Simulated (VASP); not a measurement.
# Pt (Im-3m) in VASP: settings compared, part 2 of 2

VASP 6.6.1.

### 4 Single point, PBE

This run uses another cell than the first one, of 15.94 Å³/atom, 1.059 times its volume.

INCAR

```
ALGO = Normal
EDIFF = 1E-7
ENCUT = 520
GGA = PE
ISIF = 2
ISMEAR = 0
LASPH = True
LCHARG = False
LREAL = False
LWAVE = False
NBANDS = 11
NELM = 80
PREC = Accurate
SIGMA = 0.05
```

KPOINTS

```
k-points
0
Gamma
  8 8 8
```

POSCAR

```
Pt
1.0
   -1.5855398432      1.5855398432      1.5855398432
    1.5855398432     -1.5855398432      1.5855398432
    1.5855398432      1.5855398432     -1.5855398432
Pt
1
Direct
    0.0000000000      0.0000000000      0.0000000000
```

Potentials or basis: VASP PAW PBE potentials, release 64 (Pt).

Command:

```console
$ cat potpaw_PBE.64/Pt/POTCAR > POTCAR
$ mpirun -np 1 vasp_std > vasp.out
```

OUTCAR:

```text
EDIFF = 1E-7
   ENCUT = 520
   GGA = PE
   ISIF = 2
   ISMEAR = 0
   LASPH = True
   LREAL = False
   NELM = 80
   PREC = Accurate

 ion  position               nearest neighbor table
   1  0.000  0.000  0.000-

  LATTYP: Found a body centered cubic cell.
 ALAT       =     3.1710796864

  Lattice vectors:

 A1 = (  -1.5855398432,   1.5855398432,   1.5855398432)
 A2 = (   1.5855398432,  -1.5855398432,   1.5855398432)
 A3 = (   1.5855398432,   1.5855398432,  -1.5855398432)

Analysis of symmetry for initial positions (statically):
=====================================================================
 Subroutine PRICEL returns:
 Original cell was already a primitive cell.

 Routine SETGRP: Setting up the symmetry group for a
 body centered cubic supercell.

 Subroutine GETGRP returns: Found 48 space group operations
 (whereof 48 operations were pure point group operations)
 out of a pool of 48 trial point group operations.

The static configuration has the point symmetry O_h .

Analysis of symmetry for dynamics (positions and initial velocities):
=====================================================================
 Subroutine PRICEL returns:
 Original cell was already a primitive cell.

 Routine SETGRP: Setting up the symmetry group for a
 body centered cubic supercell.

 Subroutine GETGRP returns: Found 48 space group operations
 (whereof 48 operations were pure point group operations)
 out of a pool of 48 trial point group operations.

The dynamic configuration has the point symmetry O_h .

 Subroutine INISYM returns: Found 48 space group operations
 (whereof 48 operations are pure point group operations),
 and found     1 'primitive' translations

----------------------------------------------------------------------------------------

                                     Primitive cell

  volume of cell :      15.9438

  direct lattice vectors                    reciprocal lattice vectors
    -1.585539843  1.585539843  1.585539843     0.000000000  0.315350007  0.315350007
     1.585539843 -1.585539843  1.585539843     0.315350007  0.000000000  0.315350007
     1.585539843  1.585539843 -1.585539843     0.315350007  0.315350007  0.000000000

  length of vectors
     2.746235566  2.746235566  2.746235566     0.445972256  0.445972256  0.445972256

  position of ions in fractional coordinates (direct lattice)
     0.000000000  0.000000000  0.000000000

  ion indices of the primitive-cell ions
   primitive index   ion index
                 1           1

----------------------------------------------------------------------------------------

 KPOINTS: k-points

Automatic generation of k-mesh.
 Grid dimensions read from file:
 generate k-points for:    8    8    8

 Generating k-lattice:

  Cartesian coordinates                     Fractional coordinates (reciprocal lattice)
     0.000000000  0.039418751  0.039418751     0.125000000  0.000000000  0.000000000
     0.039418751  0.000000000  0.039418751     0.000000000  0.125000000  0.000000000
     0.039418751  0.039418751  0.000000000     0.000000000  0.000000000  0.125000000

  Length of vectors
     0.055746532  0.055746532  0.055746532

  Shift w.r.t. Gamma in fractional coordinates (k-lattice)
     0.000000000  0.000000000  0.000000000

 Subroutine IBZKPT returns following result:
 ===========================================

 Found     29 irreducible k-points:

 Following reciprocal coordinates:
            Coordinates               Weight
  0.000000  0.000000  0.000000      1.000000
  0.125000  0.000000  0.000000     12.000000
  0.250000  0.000000  0.000000     12.000000
  0.375000  0.000000  0.000000     12.000000
  0.500000  0.000000  0.000000      6.000000
  0.125000  0.125000  0.000000     24.000000
[... 16 lines left out ...]
 -0.250000  0.250000  0.250000      6.000000
 -0.375000  0.375000  0.250000     24.000000
 [... further k-points ...]
   k-points           NKPTS =     29   k-points in BZ     NKDIM =     29   number of bands    NBANDS=     11
   number of dos      NEDOS =    301   number of ions     NIONS =      1
   total plane-waves  NPLWV =   8000
   dimension x,y,z NGX =    20 NGY =   20 NGZ =   20
   dimension x,y,z NGXF=    40 NGYF=   40 NGZF=   40
   ions per type =               1
   NGX,Y,Z   is equivalent  to a cutoff of  12.11, 12.11, 12.11 a.u.
   NGXF,Y,Z  is equivalent  to a cutoff of  24.21, 24.21, 24.21 a.u.
 SYSTEM =  unknown system
   PREC   = accura    normal or accurate (medium, high low for compatibility)
   ISTART =      0    job   : 0-new  1-cont  2-samecut
   ICHARG =      2    charge: 1-file 2-atom 10-const
   ISPIN  =      1    spin polarized calculation?
   LNONCOLLINEAR =      F non collinear calculations
   LSORBIT =      F    spin-orbit coupling
   LASPH  =      T    aspherical Exc in radial PAW
   ENCUT  =  520.0 eV  38.22 Ry    6.18 a.u.   5.11  5.11  5.11*2*pi/ulx,y,z
   NELM   =     80;   NELMIN=  2; NELMDL= -5     # of ELM steps
   EDIFF  = 0.1E-06   stopping-criterion for ELM
   LREAL  =      F    real-space projection
   EDIFFG = 0.1E-05   stopping-criterion for IOM
   NSW    =      0    number of steps for IOM
   IBRION =     -1    ionic relax: 0-MD 1-quasi-New 2-CG
   NFREE  =      0    steps in history (QN), initial steepest desc. (CG)
   ISIF   =      2    stress and relaxation
   ISYM   =      2    0-nonsym 1-usesym 2-fastsym
   POTIM  = 0.5000    time-step for ionic-motion
   TEBEG  =    0.0;   TEEND  =   0.0 temperature during run
   PSTRESS=    0.0 pullay stress
   NELECT =      10.0000    total number of electrons
   NUPDOWN=      -1.0000    fix difference up-down
   EMIN   =  10.00;   EMAX   =-10.00  energy-range for DOS
   EFERMI =   0.00;   METHOD = LEGACY
   ISMEAR =     0;   SIGMA  =   0.05  broadening in eV -4-tet -1-fermi 0-gaus
   EFERMI_NEDOS =   21; number of points for ismear=-14 and -15
   IALGO  =     38    algorithm
   IMIX   =      4    mixing-type and parameters
     AMIX     =   0.40;   BMIX     =  1.00
     AMIX_MAG =   1.60;   BMIX_MAG =  1.00
  volume/ion in A,a.u.               =      15.94       107.59
  Fermi-wavevector in a.u.,A,eV,Ry     =   1.401343  2.648154 26.718594  1.963761
  Thomas-Fermi vector in A             =   2.524213
   LORBIT       =      0    0 simple, 1 ext, 2 COOP (PROOUT), +10 PAW based schemes
   GGA     = PE    functional components
   LHFCALC =     F    Hartree Fock is set to
   AEXX    =    0.0000 exact exchange contribution
   IVDW    =     0    specifies the selected vdW correction
   LEPSILON=     F    determine dielectric tensor
   LRPA    =     F    only Hartree local field effects (RPA)
 non-spin polarized calculation
 Gauss-broadening in eV      SIGMA  =   0.05
  energy-cutoff  :      520.00
  volume of cell :       15.94
 maximum number of plane-waves:       456
   NGX = 11   NGY = 11   NGZ = 11

 number of electron      10.0000001 magnetization

 Free energy of the ion-electron system (eV)
  ---------------------------------------------------
  ext. energy  EPLUGINS =         0.00000000
  ---------------------------------------------------
  free energy    TOTEN  =        -5.93429432 eV

  energy without entropy =       -5.92764568  energy(sigma->0) =       -5.93097000

 E-fermi :  10.1141     XC(G=0): -13.1460

 val. band max:       10.0924187996   @ k =  -0.3750   0.3750   0.1250
 cond. band min:      10.1177147461   @ k =  -0.3750   0.5000   0.1250
 fundamental gap:      0.0252959465
 Fermi energy:        10.1140919590

 k-point     1 :       0.0000    0.0000    0.0000
  band No.  band energies     occupation
      1       0.6364      2.00000
      2       6.6310      2.00000
      3       6.6310      2.00000
      4       6.6310      2.00000
      5       9.0774      2.00000
      6       9.0774      2.00000
      7      27.1365      0.00000
      8      27.1365      0.00000
      9      27.1365      0.00000
     10      37.0587      0.00000
     11      37.0595      0.00000

 k-point     2 :       0.1250    0.0000    0.0000
  band No.  band energies     occupation
      1       1.2510      2.00000
      2       6.3987      2.00000
      3       6.6203      2.00000
      4       7.1255      2.00000
      5       8.8189      2.00000
      6       9.0964      2.00000
      7      27.2873      0.00000
      8      27.3525      0.00000
      9      28.0390      0.00000
     10      33.2562      0.00000
     11      33.4173      0.00000
[... 295 lines left out ...]
 k-point    24 :      -0.3750    0.3750    0.2500
  band No.  band energies     occupation
      1       4.9781      2.00000
      2       5.5382      2.00000
      3       7.3570      2.00000
      4       8.0016      2.00000
      5       9.8634      2.00000
      6      11.7301      0.00000
      7      20.7273      0.00000
      8      23.5269      0.00000
      9      25.8088      0.00000
     10      28.8367      0.00000
     11      35.2506      0.00000

 [... further k-points ...]
[... 5 lines left out ...]
  --------------------------------------------------------------------------------------
  -------------------------------------------------------------------------------------
  Total       -0.0596264     -0.0596264     -0.0596264     -0.0000000     -0.0000000      0.0000000
  in kB       -5.9918051     -5.9918051     -5.9918051     -0.0000000     -0.0000000      0.0000000
  external PRESSURE =      -5.9918051 kB  Pullay stress =       0.0000000 kB

 VOLUME and BASIS-vectors are now :
 -----------------------------------------------------------------------------
  energy-cutoff  :      520.00
  volume of cell :       15.94
      direct lattice vectors                 reciprocal lattice vectors
    -1.585539843  1.585539843  1.585539843     0.000000000  0.315350007  0.315350007
     1.585539843 -1.585539843  1.585539843     0.315350007  0.000000000  0.315350007
     1.585539843  1.585539843 -1.585539843     0.315350007  0.315350007  0.000000000

 POSITION                                       TOTAL-FORCE (eV/Angst)
 -----------------------------------------------------------------------------------
      0.00000      0.00000      0.00000         0.000000     -0.000000      0.000000
 -----------------------------------------------------------------------------------
    total drift:                                0.000000     -0.000000      0.000000

  FREE ENERGIE OF THE ION-ELECTRON SYSTEM (eV)
  ---------------------------------------------------
  free  energy   TOTEN  =        -5.9342943184 eV

  energy  without entropy=       -5.9276456766  energy(sigma->0) =       -5.93097000
```

Wall time 3.8 s (1 thread of Intel Xeon Platinum 8488C (Sapphire Rapids), shared host); peak memory 0.12 GiB.

Results:

* Free energy: -5.9343 eV
* Pressure: -0.6 GPa
* Band gap on the k mesh: none (metal or under the smearing width)

### 5 Single point, PBE

This run uses another cell than the first one, of 16.59 Å³/atom, 1.101 times its volume.

INCAR

```
  PREC = Accurate
  ENCUT = 520
  EDIFF = 1E-6
  ISMEAR = 0
  SIGMA = 0.05
  LREAL = False
  LASPH = True
  NELM = 60
  ALGO = Fast
  ISIF = 2
  LWAVE = False
  LCHARG = False
  GGA = PE
  NBANDS = 11
```

KPOINTS

```
regular mesh
0
Gamma
  8 8 8
```

POSCAR

```
Pt
1.0
   -1.6065680805      1.6065680805      1.6065680805
    1.6065680805     -1.6065680805      1.6065680805
    1.6065680805      1.6065680805     -1.6065680805
Pt
1
Direct
    0.0000000000      0.0000000000      0.0000000000
```

Command:

```console
$ cat potpaw_PBE.64/Pt/POTCAR > POTCAR
$ mpirun -np 1 vasp_std > vasp.out
```

Run time: 4.9 s. Hardware: 1 thread of Intel Xeon Platinum 8488C (Sapphire Rapids), shared host; peak memory 0.13 GiB.

The run converged. Its results:

```yaml
Free_energy: -5.9151 eV
Pressure: -8.8 GPa
Band_gap_on_the_k_mesh: none (metal or under the smearing width)
```

Levels at points of the mesh, in eV from the Fermi level:
| k point | band 2 | band 3 | band 4 | band 5 | band 6 | band 7 | band 8 | band 9 |
| --- | --- | --- | --- | --- | --- | --- | --- | --- |
| (0.00, 0.00, 0.00) | -3.28 | -3.28 | -3.28 | -0.97 | -0.97 | 17.03 | 17.03 | 17.03 |
| (0.50, 0.00, 0.00) | -4.59 | -1.14 | -0.68 | 0.35 | 0.90 | 5.84 | 13.17 | 15.38 |
| (0.50, 0.50, 0.50) | -5.67 | 0.43 | 0.43 | 0.43 | 7.49 | 7.49 | 7.49 | 12.02 |

### 6 Summary

| level | cell | k mesh | gap on the mesh (eV) | pressure (GPa) |
| --- | --- | --- | --- | --- |
| PBE | Im-3m, 15.06 Å³/atom | 8 × 8 × 8 | none | 14.8 |
| r2SCAN | Im-3m, 15.47 Å³/atom | 18 × 18 × 18 | none | 0.5 |
| PBE | Im-3m, 15.94 Å³/atom | 8 × 8 × 8 | none | -0.6 |
| PBE | Im-3m, 16.59 Å³/atom | 8 × 8 × 8 | none | -8.8 |

Alike in all rows: task single point; potentials or basis VASP PAW PBE potentials, release 64 (Pt); no spin polarisation; cutoff (eV) 520; smearing gaussian 0.05 eV.

Every run on the cell as given and a fine mesh finds a metal. The pressure there spans -8.8 GPa (PBE) to 14.8 GPa (PBE); a positive pressure means that this level wants a larger cell, a negative one a smaller.

Caveats: the PAW data sets were made with another functional, which shifts forces and pressure a little (some runs).

Total energies depend on the potentials used, so only differences within one code and one set of settings carry meaning.
